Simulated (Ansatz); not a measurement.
Wanted: the native input for an Ansatz 0.2.0 run.

* Task: relaxation of cell and atoms
* Functional: PBEsol
* Potentials or basis: Ansatz PAW
* Cutoff: 420 eV (not typed: the program's choice for these potentials)
* k mesh: 11 × 11 × 3
* Occupations: fermi-dirac, width 0.05 eV
* Spin: no spin polarisation
* Target pressure: 10 GPa
* Target pressure (GPa): 10

Crystal: Rh.

```
Rh
1.0
     2.69174    0.00000    0.00000
    -1.34587    2.33112    0.00000
     0.00000    0.00000    8.79807
Rh
4
Direct
  0.66667 0.33333 0.75000
  0.00000 0.00000 0.50000
  0.33333 0.66667 0.25000
  0.00000 0.00000 0.00000
```

This isn't the form of Rh at room conditions, which is fcc.

One way to write it, as run:

input.yaml

```yaml
crystal:
  lattice:
    - [2.6917446234, 0.0, 0.0]
    - [-1.3458723117, 2.3311192244, 0.0]
    - [0.0, 0.0, 8.79807013]
  atoms:
    - { symbol: Rh, position: [0.6666666667, 0.3333333333, 0.75] }
    - { symbol: Rh, position: [0.0, 0.0, 0.5] }
    - { symbol: Rh, position: [0.3333333333, 0.6666666667, 0.25] }
    - { symbol: Rh, position: [0.0, 0.0, 0.0] }
hamiltonian:
  xc: pbesol
  pseudopotentials: { kind: paw }
kpoints:
  mp_grid: { grid: [11, 11, 3] }
scf:
  occupations: { method: fermi_dirac, width: 0.05 }
output:
  forces: true
  stress: true
  eigenvalues: true
  write_density: true
  write_potential: true
  elf: true
  volumetric_format: npy
relax:
  f_tol: 0.01
  max_steps: 40
  cell: { stress_tol: 0.05, p_target: 10.0 }
```

Potentials or basis: Ansatz PAW.

Launch:

```sh
$ ansatz run input.yaml --threads 2 --pin off --max-ram 5632MiB --backend cpu --events-out ev --progress --plain --runs-dir out
```

It gave:

```yaml
Relaxed_volume: 13.11 Å³/atom
Relaxed_cell: a = 2.650 Å, b = 2.650 Å, c = 8.624 Å, α = 90.00°, β = 90.00°, γ = 120.00°
Space_group_after_relaxing_to_0.05_Å: P6_3/mmc (No. 194)
Energy_change_on_relaxing_the_enthalpy_is_what_falls: +7.6 meV/atom
Ionic_steps: 5
Pressure_after_relaxing: 10.0 GPa
Band_gap_on_the_k_mesh: none (metal or under the smearing width)
```

Caveat: the plane-wave basis is chosen anew once the cell has moved, so the energies of steps on either side of that aren't comparable; the PAW data sets come from PBE, with cores solved anew for the run's functional, which leaves a small shift of forces and pressure.

Wall time 18 s on 2 threads of Intel(R) Xeon(R) Platinum 8488C (Sapphire Rapids), on a shared host, peak memory 0.44 GiB.
